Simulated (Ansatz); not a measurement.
BP:

```xyz
2
Lattice="0.0000 2.2690 2.2690 2.2690 0.0000 2.2690 2.2690 2.2690 0.0000" Properties=species:S:1:pos:R:3 pbc="T T T"
P     3.4035    3.4035    3.4035
B     0.0000    0.0000    0.0000
```

Base run:

| Quantity | Value |
| --- | --- |
| Program | Ansatz 0.2.0 |
| Functional | HISS |
| Potentials or basis | Ansatz PAW |
| Cutoff | 420 eV |
| Density cutoff | 1680 eV |
| k mesh | 6 × 6 × 6 |
| Occupations | fermi-dirac, width 0.05 eV |
| Spin | no spin polarisation |

Its results: band gap on the k mesh 2.46 eV, indirect (least direct gap 4.84 eV).

Task: The run is repeated on the same cell with these changes: functional from HISS to HSE06. What comes out?

Result: Band gap on the k mesh 2.06 eV, indirect (least direct gap 4.34 eV).

Caveats: the k mesh misses the band edges, so the gap on the mesh is wider than the one along the path (some runs); the density of states is complete only up to the lowest level of the last band computed (some runs).

Not every run made on this cell is shown here.
